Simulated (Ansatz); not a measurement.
# Stack of 1T-IrSSe under 1T-SiSe2, upper layer turned by 180° in a perpendicular field, part 3 of 3

Wanted: the out-of-plane response of the stack of 1T-IrSSe under 1T-SiSe2, upper layer turned by 180°. A positive field points along +c.

Ansatz 0.2.0; plane-wave DFT, PBE-D3(BJ), Ansatz PAW.

So far. Step 8 (Atoms held, field -0.25 V/Å): The dipole is -0.140 e·Å, -0.153 e·Å from its value without field. Step 9 (Response, atoms held): The induced dipole is that of a conductor 10.22 Å thick.

### 10. Relaxing in the field, field 0.1 V/Å

This step: plane-wave DFT, PBE-D3(BJ), Ansatz PAW (Ansatz 0.2.0).

Now the atoms may follow the field. A weak field makes forces of meV/Å to tens of meV/Å, so the force tolerance is set well below the usual one.

The input, input.yaml:

```yaml
crystal:
  lattice:
    - [3.5342989423, 0.0, 0.0]
    - [-1.7671494711, 3.0607926686, 0.0]
    - [0.0, 0.0, 26.0638111768]
  atoms:
    - { symbol: Se, position: [0.6666666667, 0.3333333333, 0.345306369] }
    - { symbol: Ir, position: [0.0, 0.0, 0.402196934] }
    - { symbol: S, position: [0.3333333333, 0.6666666667, 0.4446290374] }
    - { symbol: Se, position: [0.6666666667, 0.3333333333, 0.5456628748] }
    - { symbol: Si, position: [0.3333333333, 0.6666666667, 0.6003303136] }
    - { symbol: Se, position: [0.0, 0.0, 0.654693631] }
kpoints:
  mp_grid: { grid: [12, 12, 1] }
hamiltonian:
  xc: pbe
  dispersion: d3bj
scf:
  occupations: { method: fermi_dirac, width: 0.05 }
  convergence: { dr2_threshold: 1.0e-10 }
efield:
  axis: 3
  dipole_correction: true
  ramp_position: 0.9578
  ramp_width: 0.0844
  amplitude: 0.1
relax:
  f_tol: 0.001
  max_steps: 60
output:
  write_potential: true
  write_density: true
  volumetric_format: npy
```

Run with:

```bash
> ansatz run input.yaml --threads 8 --pin off --max-ram 12288MiB --backend cpu --events-out ev --progress --plain --runs-dir out
```

Numbers of over 12 decimals in the logs are rounded to 6 here.

Log:

```text
[...]
Crystal: 6 atoms, lattice volume = 281.952 Å³
Basis set: ecut = 420 eV, 5469 PW (Γ), exchange–correlation on 48×48×360 points (8 copies of the dense FFT grid, shifted against one another)
Bands: 45, of which v1, the nominal top of the filled ones, is band 38 counted from 1 (37 counted from 0)
Symmetry: 6 space group operations
[...]
k-points: 19 of 144 (time reversal used)
[...]
SCF iter  12: F=-29884.097800 eV  HF=-29884.097800 eV  |F-HF|=9.02e-10  |Δ(HF+E_count)|=   1.05e-9  Δρ=8.77e-8  dr2=1.74e-11  ethr=1.00e-12  p=0.072 e·Å  D=4.61e-2 V/Å  ΔV_dip=-1.20 eV  dr2_dipole=7.24e-14  V_vac-E_F(+/−)=5.78/4.66 eV  ⟨swp⟩=5.9  Hψ=4937  notcnv=0
SCF 1 converged in 12 iterations: F = -29884.097800 eV  dr2 = 1.74e-11
[...]
relax step   1: F+E_penalty+E_count = -29884.09780032 eV  Δ(F+E_penalty+E_count) = +0.000e0 eV  max|allowed force component| = 1.759e-2 eV/Å  Δτ_max = 0.0000 Å  (12 SCF iters, accepted)
[...]
SCF iter   8: F=-29884.097805 eV  HF=-29884.097805 eV  |F-HF|=8.00e-11  |Δ(HF+E_count)|=  8.22e-10  Δρ=4.70e-8  dr2=1.01e-11  ethr=1.00e-12  p=0.072 e·Å  D=4.62e-2 V/Å  ΔV_dip=-1.21 eV  dr2_dipole=9.26e-13  V_vac-E_F(+/−)=5.78/4.66 eV  ⟨swp⟩=7.1  Hψ=4488  notcnv=0
SCF 2 converged in 8 iterations: F = -29884.097805 eV  dr2 = 1.01e-11
relax step   2: F+E_penalty+E_count = -29884.09780489 eV  Δ(F+E_penalty+E_count) = -4.570e-6 eV  max|allowed force component| = 4.773e-3 eV/Å  Δτ_max = 0.0026 Å  (8 SCF iters, accepted)
SCF iter   1: F=—  HF=-29884.097733 eV  |F-HF|=—  |Δ(HF+E_count)|=         —  Δρ=1.60e-4  dr2=1.88e-5  ethr=3.42e-7  p=0.072 e·Å  D=4.62e-2 V/Å  ΔV_dip=-1.21 eV  dr2_dipole=2.49e-9  V_vac-E_F(+/−)=5.78/4.66 eV  ⟨swp⟩=2.1  Hψ=1615  notcnv=0  defer=37
[...]
SCF iter   7: F=-29884.097809 eV  HF=-29884.097809 eV  |F-HF|=4.47e-10  |Δ(HF+E_count)|=   1.98e-9  Δρ=7.65e-8  dr2=2.19e-11  ethr=1.00e-12  p=0.072 e·Å  D=4.62e-2 V/Å  ΔV_dip=-1.20 eV  dr2_dipole=2.25e-12  V_vac-E_F(+/−)=5.78/4.66 eV  ⟨swp⟩=6.5  Hψ=4878  notcnv=0
SCF 3 converged in 7 iterations: F = -29884.097809 eV  dr2 = 2.19e-11
relax step   3: F+E_penalty+E_count = -29884.09780915 eV  Δ(F+E_penalty+E_count) = -4.257e-6 eV  max|allowed force component| = 1.161e-3 eV/Å  Δτ_max = 0.0019 Å  (7 SCF iters, accepted)
SCF iter   1: F=—  HF=-29884.097768 eV  |F-HF|=—  |Δ(HF+E_count)|=         —  Δρ=2.58e-5  dr2=6.89e-7  ethr=6.44e-9  p=0.072 e·Å  D=4.62e-2 V/Å  ΔV_dip=-1.20 eV  dr2_dipole=2.59e-8  V_vac-E_F(+/−)=5.78/4.66 eV  ⟨swp⟩=2.6  Hψ=1581  notcnv=0  defer=37
[...]
SCF iter   7: F=-29884.097809 eV  HF=-29884.097809 eV  |F-HF|=7.64e-11  |Δ(HF+E_count)|=  2.73e-10  Δρ=1.98e-8  dr2=2.28e-12  ethr=1.00e-12  p=0.072 e·Å  D=4.62e-2 V/Å  ΔV_dip=-1.20 eV  dr2_dipole=5.38e-13  V_vac-E_F(+/−)=5.78/4.66 eV  ⟨swp⟩=7.0  Hψ=4101  notcnv=0
SCF 4 converged in 7 iterations: F = -29884.097809 eV  dr2 = 2.28e-12
relax step   4: F+E_penalty+E_count = -29884.09780935 eV  Δ(F+E_penalty+E_count) = -1.946e-7 eV  max|allowed force component| = 8.952e-5 eV/Å  Δτ_max = 0.0003 Å  (7 SCF iters, accepted)
[...]
the band table was solved once a step of the walk had ended and its energy, with any forces and stress, was formed, with the checks that follow a solve (4357 applications of the Hamiltonian). They found nothing against the state; the energy, forces and stress were not computed again (output.eigenvalues in the input reference)
SCF converged after 7 iterations
Free energy (F): -29884.097809 eV
[...]
Internal energy: -29884.074625 eV  (E = F + TS)
E sigma→0 (E₀):  -29884.086217 eV
Entropy (-TS):   -0.023185 eV (-3.864 meV/atom)
Fermi energy:    1.361766 eV
Dipole field:    D = 0.046221 V/Å  (p = 0.072020 e·Å, saw-weighted, corrected)
Work function:   not extracted (applied field tilts the vacuum); planar V_es + V_field profile in the machine report
[...]
--- Forces (eV/Å), atoms counted from 1 ---
  atom   1  Se     0.00000000     0.00000000    -0.00008976
  atom   2  Ir    -0.00000000     0.00000000     0.00005412
  atom   3  S     -0.00000000     0.00000000     0.00002725
  atom   4  Se     0.00000000     0.00000000     0.00001944
  atom   5  Si     0.00000000    -0.00000000    -0.00002205
  atom   6  Se     0.00000000    -0.00000000     0.00000958
  max |Σ_I F_I| component: 1.42e-6 eV/Å
--- Band table (eV; the first three rows and the last of 19) ---
  k-point 0: bands = [... 34 lower, 0.3824, 1.0659, 1.0659, 1.2625, 3.2152, 4.2042, 4.8258, 4.8258, ... 3 higher]
  k-point 1: bands = [... 34 lower, 0.6265, 0.6493, 1.1687, 1.7591, 3.6075, 4.3473, 4.6291, 4.6917, ... 3 higher]
  k-point 2: bands = [... 34 lower, 0.4870, 0.7091, 1.3089, 1.9220, 3.3362, 3.7087, 4.4362, 5.1226, ... 3 higher]
  k-point 18: bands = [... 34 lower, -0.4192, -0.1267, 0.6814, 1.1759, 2.9027, 3.3971, 4.2108, 6.2262, ... 3 higher]
--- Relaxed structure (4 steps of the walk, 4 accepted, 0 SCFs on fresh bases) ---
  F+E_penalty+E_count = -29884.09780935 eV   max|allowed force component| = 8.952e-5 eV/Å
  atoms:
    - { symbol: Se, position: [0.666667, 0.333333, 0.345302] }
    - { symbol: Ir, position: [0, 0, 0.402184] }
    - { symbol: S, position: [0.333333, 0.666667, 0.444612] }
    - { symbol: Se, position: [0.666667, 0.333333, 0.545661] }
    - { symbol: Si, position: [0.333333, 0.666667, 0.600367] }
    - { symbol: Se, position: [0, 0, 0.654694] }
```

It took 10 s on 8 threads of Arm Neoverse V2, shared host; peak memory 0.95 GiB; 77 s of CPU time.

Hardly anything moved in the relaxation; the energy changed by under 0.2 meV an atom.

Numbers from this step:

```yaml
energy_at_zero_smearing: -29884.0862 eV
dipole_along_the_normal: 0.07202 e·Å
```

The relaxation took 4 steps and lowered the energy by 9.0e-6 eV; the largest force on the free atoms ends at 9.0e-5 eV/Å.

The dipole is 0.0720 e·Å, 0.0597 e·Å from its value without field.

### 11. Relaxing in the field, field -0.1 V/Å

The opposite sign, again from the field-free geometry; the difference of the two cancels what relaxes without a field.

input.yaml: that of step 10 with these lines changed.

```diff
@@ -25,3 +25,3 @@
   ramp_width: 0.0844
-  amplitude: 0.1
+  amplitude: -0.1
 relax:
```

Log:

```text
[...]
Crystal: 6 atoms, lattice volume = 281.952 Å³
Basis set: ecut = 420 eV, 5469 PW (Γ), exchange–correlation on 48×48×360 points (8 copies of the dense FFT grid, shifted against one another)
Bands: 45, of which v1, the nominal top of the filled ones, is band 38 counted from 1 (37 counted from 0)
Symmetry: 6 space group operations
[...]
F+E_penalty+E_count = -29884.09563821 eV   max|allowed force component| = 4.320e-4 eV/Å
  atoms:
    - { symbol: Se, position: [0.666667, 0.333333, 0.345250] }
    - { symbol: Ir, position: [0, 0, 0.402161] }
    - { symbol: S, position: [0.333333, 0.666667, 0.444571] }
    - { symbol: Se, position: [0.666667, 0.333333, 0.545725] }
    - { symbol: Si, position: [0.333333, 0.666667, 0.600365] }
    - { symbol: Se, position: [0, 0, 0.654748] }
[key lines of the parts left out:]
SCF converged after 6 iterations
Free energy (F): -29884.095638 eV
Fermi energy:    1.372637 eV
Dipole field:    D = -0.032294 V/Å  (p = -0.050319 e·Å, saw-weighted, corrected)
```

The job ended after 10 s (8 threads; peak memory 0.95 GiB; 73 s of CPU time).

Hardly anything moved in the relaxation; the energy changed by under 0.2 meV an atom.

This step gave:

```yaml
energy_at_zero_smearing: -29884.0839 eV
dipole_along_the_normal: -0.05032 e·Å
```

The relaxation took 4 steps and lowered the energy by 7.8e-6 eV; the largest force on the free atoms ends at 4.3e-4 eV/Å.

The dipole is -0.0503 e·Å, -0.0627 e·Å from its value without field.

### 12. Response, atoms relaxed

This step: plane-wave DFT, PBE-D3(BJ), Ansatz PAW; response to a field along the normal, atoms relaxed (Ansatz 0.2.0).

The same analysis on the two relaxed runs holds the ionic part too; their mesh is coarser, so small differences from the held value can come from that.

This step gave:

| Quantity | Value |
| --- | --- |
| equivalent conductor thickness p/(ε₀AE) | 10.23 Å |
| distance between the outer atoms | 8.067 Å |

Table of dipole of the cell by applied field:

```tsv
applied field (V/Å)	dipole of the cell (e·Å)
-0.1000	-0.0503
0.1000	0.0720
```

Local field over the applied field, running mean. From the potentials at -0.1 and 0.1 V/Å; running mean over 2.5 Å. Table of local field over applied field by z:

z (Å), local field over applied field and a bar from the least value:
```
      4.5      0.998 ##############################
      5.0      0.995 ##############################
      5.5      0.985 ##############################
      6.0      0.961 #############################
      6.5      0.909 ###########################
      7.0      0.814 #########################
      7.5      0.635 ###################
      8.0      0.453 ##############
      8.5      0.272 ########
      9.0      0.139 ####
      9.5      0.036 #
     10.0      0.012 #
     10.5     -0.003 
     11.0     -0.012 
     11.5      0.001 
     12.0     -0.008 
     12.5      0.018 #
     13.0      0.048 ##
     13.5      0.081 ###
     14.0      0.055 ##
     14.5      0.044 ##
     15.0      0.002 
     15.5     -0.003 
     16.0      0.001 
     16.5      0.060 ##
     17.0      0.143 #####
     17.5      0.292 #########
     18.0      0.444 ##############
     18.5      0.611 ##################
     19.0      0.747 #######################
     19.5      0.880 ##########################
     20.0      0.955 #############################
     20.5      0.984 ##############################
     21.0      0.995 ##############################
     21.5      0.998 ##############################
     22.0      0.999 ##############################
```

The induced electron density oscillates, so the rows of the table below give means over windows of 1 Å about each position, cut where the curve ends. Its maxima inside the range that stand out by 2 % of the span (Å: e/Å³ per V/Å): 7.7: 0.00213, 9.3: 0.025, 11.0: 0.00327, 14.0: 0.0294, 16.8: 0.0244. Its minima: 8.7: -0.0220, 10.1: -0.00426, 11.7: 6.4e-4, 14.5: -0.0303, 17.4: -0.0252.

Electrons, planar mean, per unit field. The induced electron density by z; means over each step:

```tsv
z (Å)	induced electron density (e/Å³ per V/Å)
5	2.9e-5
6	2.2e-4
7	0.00118
8	-3.3e-4
9	5.6e-4
10	-6.0e-4
11	0.00223
12	0.00137
13	0.00261
14	0.00736
15	-0.00892
16	0.00261
17	5.1e-4
18	-0.00688
19	-0.00169
20	-2.5e-4
21	-2.9e-5
22	-4.3e-6
```

The induced dipole is that of a conductor 10.23 Å thick.

### 13. The same run with other settings

This step: plane-wave DFT, PBE-D3(BJ), Ansatz PAW (Ansatz 0.2.0).

An input spoilt on purpose, to show how the run answers: it repeats the earlier run at 0.03 V/Å with basis.ecutwfc to 30 meV, and scf.max_iter set to 75.

input.yaml, the sections that differ from step 11:

```yaml
kpoints:
  mp_grid: { grid: [18, 18, 1] }
  band_path:
    path: [[0, 0, 0], [0.5, 0, 0], [0.33333333, 0.33333333, 0], [0, 0, 0]]
    npoints: 16
scf:
  occupations: { method: fermi_dirac, width: 0.05 }
  convergence: { dr2_threshold: 1.0e-10 }
  max_iter: 75
efield:
  axis: 3
  dipole_correction: true
  ramp_position: 0.97
  ramp_width: 0.06
  amplitude: 0.03
basis:
  ecutwfc: "30 meV"
# crystal, hamiltonian, output: as in step 11
# relax: removed
```

Log:

```text
Error: inconsistent input (basis.ecutwfc, kpoints): the smallest per-k basis holds n_pw = 0 plane waves (k-point 1, counted from 0 among those solved) but the deck needs at least 39 band(s) per channel, and no run solves more bands than the smallest per-k basis has plane waves; raise basis.ecutwfc until the smallest per-k basis, which caps the automatic band count, holds at least 39 plane waves
```

The job ended after 0.05 s (8 threads; peak memory 0.082 GiB).

The program refused the input before any cycle.

The program's message: “Error: inconsistent input (basis.ecutwfc, kpoints): the smallest per-k basis holds n_pw = 0 plane waves (k-point 1, counted from 0 among those solved) but the deck needs at least 39 band(s) per channe …”

The fault put into the input: a cutoff in the wrong unit.

### 14. A changed input: scf.occupations.width = 0.1

Another changed input: it repeats the earlier run at 0.03 V/Å with scf.occupations.width from 0.05 to 0.1.

input.yaml: that of step 13 with these lines changed.

```diff
@@ -21,5 +21,4 @@
 scf:
-  occupations: { method: fermi_dirac, width: 0.05 }
+  occupations: { method: fermi_dirac, width: 0.1 }
   convergence: { dr2_threshold: 1.0e-10 }
-  max_iter: 75
 efield:
@@ -34,3 +33 @@
   volumetric_format: npy
-basis:
-  ecutwfc: "30 meV"
```

Log:

```text
[...]
Crystal: 6 atoms, lattice volume = 281.952 Å³
Basis set: ecut = 420 eV, 5469 PW (Γ)
Bands: 45, of which v1, the nominal top of the filled ones, is band 38 counted from 1 (37 counted from 0)
Symmetry: 6 space group operations
[...]
k-points: 37 of 324 (time reversal used)
[...]
SCF iter  12: F=-29884.129228 eV  HF=-29884.129228 eV  |F-HF|=8.37e-11  |Δ(HF+E_count)|=  3.64e-11  Δρ=7.81e-8  dr2=3.20e-11  ethr=1.00e-12  p=0.028 e·Å  D=1.77e-2 V/Å  ΔV_dip=-0.46 eV  dr2_dipole=1.75e-15  V_vac-E_F(+/−)=5.36/5.10 eV  ⟨swp⟩=8.3  Hψ=5733  notcnv=0
SCF 1 converged in 12 iterations: F = -29884.129228 eV  dr2 = 3.20e-11
[...]
SCF converged after 12 iterations
Free energy (F): -29884.129228 eV
[...]
Internal energy: -29884.035867 eV  (E = F + TS)
E sigma→0 (E₀):  -29884.082548 eV
Entropy (-TS):   -0.093360 eV (-15.560 meV/atom)
Fermi energy:    1.377339 eV
Dipole field:    D = 0.017670 V/Å  (p = 0.027533 e·Å, saw-weighted, corrected)
Work function:   not extracted (applied field tilts the vacuum); planar V_es + V_field profile in the machine report
[...]
--- Band table (eV; the first three rows and the last of 37) ---
  k-point 0: bands = [... 34 lower, 0.3945, 1.0475, 1.0475, 1.2546, 3.2231, 4.2145, 4.8097, 4.8097, ... 3 higher]
  k-point 1: bands = [... 34 lower, 0.5781, 0.7638, 1.0980, 1.5768, 3.4566, 4.4631, 4.5673, 4.7458, ... 3 higher]
  k-point 2: bands = [... 34 lower, 0.5170, 0.7107, 1.2075, 1.8717, 3.6381, 4.1146, 4.5890, 4.7512, ... 3 higher]
  k-point 36: bands = [... 34 lower, -0.4119, -0.1292, 0.6638, 1.1590, 2.8986, 3.3936, 4.1977, 6.2294, ... 3 higher]
```

Elapsed: 11 s, on 8 threads; peak memory 1.1 GiB; 87 s of CPU time.

This step gave:

- energy at zero smearing: -29884.0825 eV
- dipole along the normal: 0.02753 e·Å

Electronic bands along the path, in eV, zero at the Fermi level:

```tsv
point	band 35	band 36	band 37	band 38	band 39	band 40	band 41	band 42
Γ	-0.98	-0.33	-0.33	-0.12	1.85	2.84	3.43	3.43
halfway	-0.93	-0.80	-0.17	0.15	1.32	2.10	2.91	4.08
M	-1.39	-1.22	-1.16	-1.03	-0.02	2.98	3.09	3.64
halfway	-1.62	-1.39	-1.12	-0.30	1.23	2.20	2.98	4.51
K	-1.79	-1.51	-0.71	-0.22	1.52	2.02	2.82	4.85
halfway	-1.36	-1.07	-0.41	0.33	1.94	2.22	2.50	3.98
Γ	-0.98	-0.33	-0.33	-0.12	1.85	2.84	3.43	3.43
```

```tsv
quantity	this run	earlier run	difference
dipole along the normal (e·Å)	0.02753	0.03067	-0.0031
```

It moves by -0.00314 e·Å.

Of the bands kept, 2 cross the Fermi level on this path.

### 15. What came out

```yaml
gap_without_field: none
work_function_upper_face: 5.13 eV
step_between_the_vacuum_levels: -0.207 eV
equivalent_conductor_thickness_atoms_held: 10.2 Å
equivalent_conductor_thickness_atoms_relaxed: 10.2 Å
```

What this shows: The induced dipole equals that of a perfect conductor 10.22 Å thick, while the outer atoms lie 8.06 Å apart. The two faces differ: the vacuum level above lies 0.21 eV lower than the one below. There is no gap over 0.03 eV, with or without the field. The first relaxation ran with spin and lost its moment, and the later runs have none; other magnetic states were not tried. Spin-orbit coupling is left out, which matters for the bands of elements this heavy.

[Logs are printed without paths, hosts, clocks, repeated set-up lines and the standing remarks that a program may print on its own settings, such as how far it seeks lower states.]

[Hosts, paths, dates, database ids (printed as entryN), source tags and the programs' standing remarks are cut or masked in the printed files.]

[Maps of the electrostatic potential energy from Ansatz leave out the sawtooth potential of an applied field or a dipole correction, so their vacuum need not be flat; planar profiles and work functions include it.]
